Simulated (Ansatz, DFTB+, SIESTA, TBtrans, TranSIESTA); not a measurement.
**Green-function transport: H2 in line between two Li chains (relaxed at zero bias, lead layers held)**

A study of how the conductance of H2 in line between two Li chains (relaxed at zero bias, lead layers held) changes with the level of theory. The current runs along the third cell vector; the first and last atoms are layers of the leads.

Calculated with SIESTA 5.4.2, Ansatz 0.2.0, TranSIESTA 5.4.2, TBtrans 5.4.2 and DFTB+ 25.1; PBE, numerical atomic orbitals (DZP), PseudoDojo norm-conserving files converted to PSML; other levels are named step by step, in the first sound run; inputs show where later runs differ.

Report form: the programs' logs are mostly left out.

## Step 1: The starting structure

The cell holds 12 atoms: 10 Li and 2 H. Cell: a = 9.000 Å, b = 9.000 Å, c = 30.650 Å, α = 90.0°, β = 90.0°, γ = 90.0°. Regions: left electrode layer, 3 atoms (3 Li); scattering region, 6 atoms (4 Li and 2 H); right electrode layer, 3 atoms (3 Li). Vacuum lies along a and b. The structure's axis is c.

## Step 2: Relaxing the channel

The cell was put together by a script, and a conductance hangs on how the channel binds, so the channel relaxes first, in a cell of fixed length. The input lists the atoms that are held; the electrode layers are among them, since they must match the electrode run.

Input file RELAX.fdf:

```
SystemLabel RELAX
NumberOfAtoms 12
NumberOfSpecies 2
%block ChemicalSpeciesLabel
  1 3 Li
  2 1 H
%endblock ChemicalSpeciesLabel
LatticeConstant 1.0 Ang
%block LatticeVectors
  9.000000 0.000000 0.000000
  0.000000 9.000000 0.000000
  0.000000 0.000000 30.650400
%endblock LatticeVectors
AtomicCoordinatesFormat Ang
%block AtomicCoordinatesAndAtomicSpecies
  4.500000 4.500000 1.475000 1
  4.500000 4.500000 4.425000 1
  4.500000 4.500000 7.375000 1
  4.500000 4.500000 10.325000 1
  4.500000 4.500000 13.275000 1
  4.500000 4.500000 14.900200 2
  4.500000 4.500000 15.750200 2
  4.500000 4.500000 17.375400 1
  4.500000 4.500000 20.325400 1
  4.500000 4.500000 23.275400 1
  4.500000 4.500000 26.225400 1
  4.500000 4.500000 29.175400 1
%endblock AtomicCoordinatesAndAtomicSpecies
XC.Functional GGA
XC.Authors PBE
PAO.BasisSize DZP
PAO.EnergyShift 0.01 Ry
PAO.SplitNorm 0.15
Mesh.Cutoff 300 Ry
ElectronicTemperature 800 K
Spin non-polarized
MaxSCFIterations 100
SCF.MustConverge false
SCF.DM.Tolerance 0.0002
SCF.H.Tolerance 0.002 eV
SCF.Mixer.Method Pulay
SCF.Mixer.Weight 0.1
SCF.Mixer.History 10
WriteMullikenPop 1
PAO.Polarization.NonPerturbative true
%block kgrid.MonkhorstPack
  1 0 0 0.0
  0 1 0 0.0
  0 0 3 0.0
%endblock kgrid.MonkhorstPack
MD.TypeOfRun Broyden
MD.Steps 40
MD.MaxForceTol 0.05 eV/Ang
MD.MaxDispl 0.15 Ang
Geometry.Must.Converge false
WriteForces true
WriteMDXmol true
%block Geometry.Constraints
  atom [1 -- 3]
  atom [10 -- 12]
%endblock Geometry.Constraints
```

Launch:

```
$ OMP_NUM_THREADS=1 mpirun -n 2 siesta RELAX.fdf > relax.out
```

The job ended after 5 min (2 MPI ranks of Intel Xeon Platinum 8375C at 2.90GHz (Ice Lake), shared host; peak memory 0.81 GiB).

Relaxation path:

```csv
step,energy less that of the first step (eV)
1,0.0000
2,-0.0826
3,-0.1636
4,-0.3657
5,-0.2384
6,-0.3758
7,-0.3553
8,-0.2453
9,-0.2331
10,-0.4059
```

The atoms that moved most (Å):

```csv
atom,dx,dy,dz,length
Li5,0.000,0.000,-0.375,0.375
Li8,0.000,0.000,0.375,0.375
Li4,0.000,0.000,-0.147,0.147
Li9,0.000,0.000,0.147,0.147
H7,0.000,0.000,-0.010,0.010
H6,0.000,0.000,0.010,0.010
```

This step gave:

- free energy: -1978.3449 eV
- Fermi energy: -3.263 eV
- orbitals: 70
- largest force component on a free atom: 0.02521 eV/Å
- geometry steps: 11

The path lists 10 of the run's 11 geometries; the energy of the last one is missing from the table. From the first geometry to the last the energy changes by -0.420 eV.

## Step 3: The same cell by plane waves

This step: PBE, plane waves with PAW; transmission by layers (Ansatz 0.2.0).

Plane waves have no basis tied to the atoms, so this run checks the orbital bases from outside. It uses PAW potentials and a periodic cell whose end atoms stand for the leads. Level: PBE, plane waves with PAW; transmission by layers.

Input file input.yaml:

```yaml
crystal:
  lattice:
    - [9.0, 0.0, 0.0]
    - [0.0, 9.0, 0.0]
    - [0.0, 0.0, 30.6504]
  atoms:
    - { symbol: Li, position: [0.5000000001, 0.5000000001, 0.0481233524] }
    - { symbol: Li, position: [0.5000000001, 0.5000000001, 0.1443700572] }
    - { symbol: Li, position: [0.5000000001, 0.5000000001, 0.240616762] }
    - { symbol: Li, position: [0.4999999993, 0.5000000056, 0.3320766991] }
    - { symbol: Li, position: [0.5000000006, 0.4999999996, 0.4208813876] }
    - { symbol: H, position: [0.5000000001, 0.5000000001, 0.486469895] }
    - { symbol: H, position: [0.5000000001, 0.5000000001, 0.5135300948] }
    - { symbol: Li, position: [0.5000000001, 0.4999999993, 0.579118592] }
    - { symbol: Li, position: [0.5000000005, 0.4999999985, 0.6679232999] }
    - { symbol: Li, position: [0.5000000001, 0.5000000001, 0.7593832382] }
    - { symbol: Li, position: [0.5000000001, 0.5000000001, 0.855629943] }
    - { symbol: Li, position: [0.5000000001, 0.5000000001, 0.9518766478] }
kpoints:
  mp_grid: { grid: [1, 1, 3] }
hamiltonian:
  xc: pbe
scf:
  occupations: { method: fermi_dirac, width: 0.05 }
output:
  transmission:
    leads: [[0, 1]]
    e_range: [-2.0, 2.0]
    de: 0.05
    kmesh: [1, 1]
    reduced_basis: true
  write_potential: true
  write_density: true
  volumetric_format: npy
```

Launch:

```
$ ansatz run input.yaml --threads 2 --pin off --max-ram 4096MiB --backend cpu --events-out ev --progress --plain --runs-dir out
```

The job ended after 67 s (2 threads; peak memory 1.8 GiB).

This step gave:

```
free energy                     : -2067.7558 eV
transmission at the Fermi level : 0.5784
```

One spin. Table of transmission by energy, zero at the Fermi level:

```csv
energy (eV),transmission
-2.000,0
-1.800,0
-1.600,0
-1.400,0
-1.200,0
-1.000,0
-0.800,0
-0.750,0.298
-0.600,0.136
-0.400,0.202
-0.200,0.388
0.000,0.578
0.200,0.558
0.400,0.566
0.600,0.722
0.800,0.918
1.000,1.000
1.200,0.911
1.400,0
1.500,1.27
1.600,0.861
1.800,0.940
2.000,1.13
```

One spin. The open channels of the lead by energy, zero at the Fermi level:

```csv
energy (eV),open channels of the lead
-2.00,0
-1.85,0
-1.70,0
-1.60,0
-1.45,0
-1.30,0
-1.15,0
-1.05,0
-0.90,0
-0.75,1
-0.60,1
-0.50,1
-0.35,1
-0.20,1
-0.05,1
0.00,1
0.05,1
0.20,1
0.35,1
0.50,1
0.60,1
0.75,1
0.90,1
1.05,1
1.15,1
1.30,1
1.45,0
1.60,2
1.70,2
1.85,2
2.00,2
```

The transmission at the Fermi level is 0.578.

The transmission at the Fermi level comes to 0.578.

## Step 4: One principal layer of the lead

This step: PBE, numerical atomic orbitals (DZP), PseudoDojo norm-conserving files converted to PSML; periodic bulk run (SIESTA 5.4.2).

System of this step: principal layer of the lead. The cell holds 3 atoms: 3 Li. Cell: a = 9.000 Å, b = 9.000 Å, c = 8.850 Å, α = 90.0°, β = 90.0°, γ = 90.0°. Vacuum lies along a and b. The structure's axis is c.

First the electrode alone: a periodic run of one principal layer, saved for the self-energies. Its Fermi level is the reference for all that follows.

Input file ELEC.fdf:

```
SystemLabel ELEC
NumberOfAtoms 3
NumberOfSpecies 2
%block ChemicalSpeciesLabel
  1 3 Li
  2 1 H
%endblock ChemicalSpeciesLabel
LatticeConstant 1.0 Ang
%block LatticeVectors
  9.000000 0.000000 0.000000
  0.000000 9.000000 0.000000
  0.000000 0.000000 8.850000
%endblock LatticeVectors
AtomicCoordinatesFormat Ang
%block AtomicCoordinatesAndAtomicSpecies
  4.500000 4.500000 1.475000 1
  4.500000 4.500000 4.425000 1
  4.500000 4.500000 7.375000 1
%endblock AtomicCoordinatesAndAtomicSpecies
XC.Functional GGA
XC.Authors PBE
PAO.BasisSize DZP
PAO.EnergyShift 0.01 Ry
PAO.SplitNorm 0.15
Mesh.Cutoff 300 Ry
ElectronicTemperature 300 K
Spin non-polarized
MaxSCFIterations 200
SCF.MustConverge true
SCF.DM.Tolerance 0.0001
SCF.H.Tolerance 0.001 eV
SCF.Mixer.Method Pulay
SCF.Mixer.Weight 0.1
SCF.Mixer.History 10
WriteMullikenPop 1
PAO.Polarization.NonPerturbative true
%block kgrid.MonkhorstPack
  1 0 0 0.0
  0 1 0 0.0
  0 0 34 0.0
%endblock kgrid.MonkhorstPack
Diag.ParallelOverK true
TS.HS.Save true
TS.DE.Save true
```

Launch:

```
$ OMP_NUM_THREADS=1 mpirun -n 2 siesta ELEC.fdf > dzp.lead.out
```

The job ended after 6.3 s (2 MPI ranks; peak memory 0.47 GiB).

This step gave:

- free energy: -584.1746 eV
- Fermi energy: -3.385 eV
- orbitals: 18
- largest coupling past the next principal layer: 0 eV

SIESTA lists orbital radii in bohr. The longest on the lead's atoms, 8.99 bohr, is 4.76 Å, so two such orbitals overlap up to 9.51 Å; the nearest atoms of layers two apart are 11.80 Å apart. The projectors of the pseudopotentials let the Hamiltonian reach a little farther than the overlap.

A principal layer may touch only the next one. The stored Hamiltonian has no element past the next layer.

## Step 5: Self-consistent junction, 0 V, case PBE, DZP

This step: PBE, numerical atomic orbitals (DZP), PseudoDojo norm-conserving files converted to PSML; open system by non-equilibrium Green functions (TranSIESTA 5.4.2).

System of this step: H2 in line between two Li chains as built, then relaxed. The cell holds 12 atoms: 10 Li and 2 H. Cell: a = 9.000 Å, b = 9.000 Å, c = 30.650 Å, α = 90.0°, β = 90.0°, γ = 90.0°. Regions: left electrode layer, 3 atoms (3 Li); scattering region, 6 atoms (4 Li and 2 H); right electrode layer, 3 atoms (3 Li). Vacuum lies along a and b. The structure's axis is c.

Now the junction itself. A periodic cycle gives a start, then the density is found from Green functions with open boundaries, summed on a complex contour that starts below the deepest valence shell.

Input file DEV.fdf:

```
SystemLabel DEV
NumberOfAtoms 12
NumberOfSpecies 2
%block ChemicalSpeciesLabel
  1 3 Li
  2 1 H
%endblock ChemicalSpeciesLabel
LatticeConstant 1.0 Ang
%block LatticeVectors
  9.000000 0.000000 0.000000
  0.000000 9.000000 0.000000
  0.000000 0.000000 30.650400
%endblock LatticeVectors
AtomicCoordinatesFormat Ang
%block AtomicCoordinatesAndAtomicSpecies
  4.500000 4.500000 1.475000 1
  4.500000 4.500000 4.425000 1
  4.500000 4.500000 7.375000 1
  4.500000 4.500000 10.178284 1
  4.500000 4.500000 12.900183 1
  4.500000 4.500000 14.910497 2
  4.500000 4.500000 15.739903 2
  4.500000 4.500000 17.750216 1
  4.500000 4.500000 20.472116 1
  4.500000 4.500000 23.275400 1
  4.500000 4.500000 26.225400 1
  4.500000 4.500000 29.175400 1
%endblock AtomicCoordinatesAndAtomicSpecies
XC.Functional GGA
XC.Authors PBE
PAO.BasisSize DZP
PAO.EnergyShift 0.01 Ry
PAO.SplitNorm 0.15
Mesh.Cutoff 300 Ry
ElectronicTemperature 300 K
Spin non-polarized
MaxSCFIterations 200
SCF.MustConverge true
SCF.DM.Tolerance 0.002
SCF.H.Tolerance 0.03 eV
TS.SCF.DM.Tolerance 0.0001
TS.SCF.H.Tolerance 2.205e-04 Ry
SCF.Mixer.Method Pulay
SCF.Mixer.Weight 0.1
SCF.Mixer.History 10
WriteMullikenPop 1
PAO.Polarization.NonPerturbative true
%block kgrid.MonkhorstPack
  1 0 0 0.0
  0 1 0 0.0
  0 0 5 0.0
%endblock kgrid.MonkhorstPack
%block TS.Elecs
  Left
  Right
%endblock TS.Elecs
%block TS.Elec.Left
  HS ELEC.TSHS
  DM-init bulk
  chemical-potential Left
  semi-inf-direction -A3
  electrode-position 1
  bulk true
  Eta 0.0001 eV
  Out-of-core true
  tbt.Out-of-core false
%endblock TS.Elec.Left
%block TS.Elec.Right
  HS ELEC.TSHS
  DM-init bulk
  chemical-potential Right
  semi-inf-direction +A3
  electrode-position end -1
  bulk true
  Eta 0.0001 eV
  Out-of-core true
  tbt.Out-of-core false
%endblock TS.Elec.Right
%block TS.ChemPots
  Left
  Right
%endblock TS.ChemPots
%block TS.ChemPot.Left
  mu V/2
  contour.eq
    begin
      C-Left
      T-Left
    end
%endblock TS.ChemPot.Left
%block TS.Contour.C-Left
  part circle
  from -70.0 eV + V/2 to -10 kT + V/2
  points 40
  method g-legendre
%endblock TS.Contour.C-Left
%block TS.Contour.T-Left
  part tail
  from prev to inf
  points 10
  method g-fermi
%endblock TS.Contour.T-Left
%block TS.ChemPot.Right
  mu -V/2
  contour.eq
    begin
      C-Right
      T-Right
    end
%endblock TS.ChemPot.Right
%block TS.Contour.C-Right
  part circle
  from -70.0 eV - V/2 to -10 kT - V/2
  points 40
  method g-legendre
%endblock TS.Contour.C-Right
%block TS.Contour.T-Right
  part tail
  from prev to inf
  points 10
  method g-fermi
%endblock TS.Contour.T-Right
TS.Elecs.Neglect.Principal true
TS.Contours.Eq.Pole 2.5 eV
%block TS.Contours.nEq
  neq
%endblock TS.Contours.nEq
%block TS.Contour.nEq.neq
  part line
  from -|V|/2 - 5 kT to |V|/2 + 5 kT
  delta 0.02 eV
  method mid-rule
%endblock TS.Contour.nEq.neq
SaveElectrostaticPotential true
DM.UseSaveDM true
SolutionMethod transiesta
TS.Voltage 0 eV
TS.SCF.dQ.Converge false
TS.Contours.nEq.Eta 0.005 eV
```

Launch:

```
$ OMP_NUM_THREADS=1 mpirun -n 2 siesta DEV.fdf > dzp.scf0.out
```

Run time: 46 s. Hardware: 2 MPI ranks; peak memory 0.77 GiB.

This step gave:

| Property | Result |
| --- | --- |
| orbitals | 70 |
| excess charge of the open region | 0.0209 e |

The open region is not held to a fixed charge; it ends 0.021 electron over neutrality, which is small.

## Step 6: T(E) at 0 V, case PBE, DZP

This step: PBE, numerical atomic orbitals (DZP), PseudoDojo norm-conserving files converted to PSML; open system by non-equilibrium Green functions (TBtrans 5.4.2).

T(E) comes from the Green function of the saved Hamiltonian with both leads attached, energy by energy.

Input file TBT.fdf:

```
TS.Voltage 0 eV
%block TBT.k
  1 0 0 0.0
  0 1 0 0.0
  0 0 1 0.0
%endblock TBT.k
%block TBT.Contour.line
  from -2.0125 eV to 2.0125 eV
  delta 0.025 eV
  method mid-rule
%endblock TBT.Contour.line
TBT.T.Bulk true
TBT.DOS.Gf true
TBT.T.Eig 3
TBT.Elecs.Eta 0.0001 eV
TBT.DOS.A true
TBT.Current.Orb true
%include DEV.fdf
```

Launch:

```
$ OMP_NUM_THREADS=1 mpirun -n 2 tbtrans TBT.fdf > dzp.tbt0.out
```

Wall time 0.99 s (2 MPI ranks); peak memory 0.17 GiB.

Numbers from this step:

| Quantity | Value |
| --- | --- |
| transmission at the Fermi level | 0.4930 |
| open channels of the lead | 0.9995 |
| conductance | 0.4943 G₀ |
| thermopower | -3.423 μV/K |

One spin; set to 0 where a lead has no channel. The transmission by energy, zero at the Fermi level:

```csv
energy (eV),transmission
-2.000,0
-1.800,0
-1.600,0
-1.400,0
-1.200,0
-1.000,0
-0.800,0
-0.600,0.287
-0.400,0.400
-0.200,0.461
0.000,0.493
0.200,0.567
0.400,0.717
0.600,0.906
0.800,0.999
1.000,0.957
1.200,0.897
1.400,0.896
1.525,2.70
1.600,1.10
1.800,0.762
2.000,0.747
```

Mulliken DOS an atom, one spin over height of the atomic layer and energy from the Fermi level.

log10 of the mean of each cell in states/eV; the least values stand at a floor. Values, 12 rows by 6 columns:
```
-0.3  0.0 -1.6 -1.6  0.0 -0.3
 0.1  0.0 -1.0 -1.0  0.0  0.1
-0.6 -0.6 -1.0 -1.0 -0.6 -0.6
-0.7 -0.6 -0.9 -0.9 -0.6 -0.7
-0.7 -0.6 -1.0 -1.0 -0.6 -0.7
-0.6 -0.6 -1.1 -1.1 -0.6 -0.6
-0.6 -0.4 -1.1 -1.1 -0.4 -0.6
-0.2 -0.1 -1.1 -1.1 -0.1 -0.2
-0.7 -0.8 -1.9 -1.9 -0.8 -0.7
-4.9 -5.2 -5.5 -5.5 -5.2 -4.9
-5.0 -5.5 -5.5 -5.5 -5.5 -5.0
-5.0 -5.5 -5.5 -5.5 -5.5 -5.0
```
Columns: height of the atomic layer (Å) from 10.2 to 20.5 (not evenly spaced); rows upwards: energy from the Fermi level (eV) from -2 to 2.

One spin. Table of open channels of the lead by energy, zero at the Fermi level:

energy (eV), open channels of the lead and a bar:
```
   -0.800       0.00 
   -0.600       1.00 ###############
   -0.400       1.00 ###############
   -0.200       1.00 ###############
    0.000       1.00 ###############
    0.200       1.00 ###############
    0.400       1.00 ###############
    0.600       1.00 ###############
    0.800       1.00 ###############
    1.000       1.00 ###############
    1.200       1.00 ###############
    1.400       1.00 ###############
    1.600       2.00 ##############################
    1.800       2.00 ##############################
    2.000       2.00 ##############################
```

The density of states, device has structure finer than the step of the table below, so its rows give means over 0.2 eV, whole bins alone (the curve runs from -2 to 2 eV). Peaks (eV: height): -0.72: 5.57, 1.52: 11.4.

One spin; device region. The density of states, device by energy, zero at the Fermi level; means over each step:

```csv
energy (eV),"density of states, device (states/eV)"
-1.0,7.8e-5
-0.8,1.01
-0.6,3.48
-0.4,2.14
-0.2,1.56
0.0,1.28
0.2,1.17
0.4,1.15
0.6,1.18
0.8,1.19
1.0,1.19
1.2,1.24
1.4,2.42
1.6,6.58
1.8,3.37
```

Eigenchannel transmission against energy, zero at the Fermi level:

```csv
energy (eV),channel 1,channel 2,channel 3
-0.800,2.6e-9,0,0
-0.700,0.259,3.0e-14,0
-0.600,0.287,3.7e-14,0
-0.500,0.344,2.8e-14,0
-0.400,0.400,1.0e-14,0
-0.300,0.439,0,0
-0.200,0.461,1.2e-14,0
-0.100,0.475,0,0
0.000,0.493,0,0
0.100,0.522,1.6e-14,0
0.200,0.567,1.0e-14,0
0.300,0.632,0,0
0.400,0.717,0,0
0.500,0.814,0,0
0.600,0.906,0,0
0.700,0.973,1.1e-14,1.1e-14
0.800,0.999,3.4e-14,3.4e-14
0.900,0.989,1.2e-13,1.2e-13
1.000,0.957,4.6e-13,4.6e-13
1.100,0.922,2.4e-12,2.4e-12
1.200,0.897,1.7e-11,1.7e-11
1.300,0.888,2.3e-10,2.3e-10
1.400,0.896,1.4e-8,1.4e-8
1.500,0.913,0.840,0.840
1.600,0.548,0.548,1.3e-7
1.700,0.420,0.420,6.7e-9
1.800,0.381,0.381,1.4e-9
1.900,0.372,0.372,5.2e-10
2.000,0.374,0.374,2.5e-10
```

The conductance is 0.494 G0. At the Fermi level one eigenchannel carries it, with T = 0.49. By hand: With G0 = 2e²/h = 77.48 µS, G = 0.494 × 77.48 µS = 38.3 µS, a resistance of 26.1 kΩ. Mott's formula S = −(π²k²T/3e) d ln T/dE has the factor 7.33 µV/K × eV at 300 K; T(−0.05 eV) = 0.4833 and T(+0.05 eV) = 0.5056 give a slope of 0.451 per eV and S ≈ -3.31 µV/K, against -3.42 from the full integral. The shot noise follows from the channels: F = ΣT(1 − T)/ΣT = 0.250 / 0.493 = 0.51.

## Step 7: Self-consistent junction under bias, bias 0.3 V

This step: PBE, numerical atomic orbitals (DZP), PseudoDojo norm-conserving files converted to PSML; open system by non-equilibrium Green functions (TranSIESTA 5.4.2).

The lower lead's level is set to +0.15 eV and the upper one's to -0.15 eV. The run starts from the density of the voltage before, since a large jump in bias often fails to converge.

DEV.fdf, as its differences from that of step 5:

```diff
@@ -36,3 +36,3 @@
 Spin non-polarized
-MaxSCFIterations 200
+MaxSCFIterations 120
 SCF.MustConverge true
@@ -41,6 +41,6 @@
 TS.SCF.DM.Tolerance 0.0001
-TS.SCF.H.Tolerance 2.205e-04 Ry
+TS.SCF.H.Tolerance 3.675e-04 Ry
 SCF.Mixer.Method Pulay
 SCF.Mixer.Weight 0.1
-SCF.Mixer.History 10
+SCF.Mixer.History 4
 WriteMullikenPop 1
@@ -136,3 +136,3 @@
 SolutionMethod transiesta
-TS.Voltage 0 eV
+TS.Voltage 0.3 eV
 TS.SCF.dQ.Converge false
```

Launch:

```
$ OMP_NUM_THREADS=1 mpirun -n 2 siesta DEV.fdf > dzp.scf0.3.out
```

Elapsed: 25 s, on 2 MPI ranks; peak memory 0.77 GiB.

Numbers from this step:

| Item | Value |
| --- | --- |
| excess charge of the open region | 0.0198 e |

Electrostatic, mean over the points within 1.5 Å of the atoms' projections. Table of potential energy less that at 0 V, bias 0.3 V by z:

```csv
z (Å),"potential energy less that at 0 V, bias 0.3 V (eV)"
0,0.150
1,0.147
2,0.144
3,0.141
4,0.140
5,0.140
6,0.147
7,0.150
8,0.132
9,0.0872
10,0.0315
11,0.0291
12,0.0790
13,0.128
14,0.0936
15,0.0124
16,-0.0190
17,-0.114
18,-0.132
19,-0.0780
20,-0.0380
21,-0.0497
22,-0.0952
23,-0.138
24,-0.157
25,-0.149
26,-0.143
27,-0.143
28,-0.144
29,-0.146
30,-0.149
```

The open region is not held to a fixed charge; it ends 0.020 electron over neutrality, which is small. Over a third of the bias falls in the electrode layers or within 2 Å of them; a longer scattering region was not tried.

## Step 8: Transmission and current under bias, bias 0.3 V

This step: PBE, numerical atomic orbitals (DZP), PseudoDojo norm-conserving files converted to PSML; open system by non-equilibrium Green functions (TBtrans 5.4.2).

The transmission is formed anew from the Hamiltonian under bias, and the current is its integral weighted by the difference of the leads' Fermi functions.

TBT.fdf, as its differences from that of step 6:

```diff
@@ -1,2 +1,2 @@
-TS.Voltage 0 eV
+TS.Voltage 0.3 eV
 %block TBT.k
```

Launch:

```
$ OMP_NUM_THREADS=1 mpirun -n 2 tbtrans TBT.fdf > dzp.tbt0.3.out
```

Run time: 0.98 s. Hardware: 2 MPI ranks; peak memory 0.17 GiB.

Numbers from this step:

```
transmission at the Fermi level : 0.4851
current                         : 1.14e-5 A, both spins
```

One spin; bias 0.3 V; set to 0 where a lead has no channel. Table of transmission by energy, zero at the mean Fermi level:

```csv
energy (eV),transmission
-2.000,0
-1.800,0
-1.600,0
-1.400,0
-1.200,0
-1.000,0
-0.800,0
-0.600,0
-0.575,0.462
-0.400,0.376
-0.200,0.434
0.000,0.485
0.200,0.568
0.400,0.720
0.600,0.907
0.800,0.997
0.825,0.998
1.000,0.960
1.200,0.924
1.400,0.00683
1.600,0.0121
1.700,0.783
1.800,0.726
2.000,0.712
```

The current is 11.4 μA for both spins, so I/V is 0.489 G0. TBtrans prints one spin, half of that. By hand: Landauer's sum over the window from -0.15 to 0.15 eV: T at five even points is 0.447, 0.465, 0.485, 0.510, 0.542, Simpson's rule gives a mean of 0.488, and I ≈ 77.48 µS × 0.488 × 0.3 V = 11.3 μA, with sharp Fermi edges.

(Continued in part 2 of 3.)

[Logs are printed without paths, hosts, clocks, repeated set-up lines and the standing remarks that a program may print on its own settings, such as how far it seeks lower states.]

[Hosts, paths, dates, database ids (printed as entryN), source tags and the programs' standing remarks are cut or masked in the printed files.]
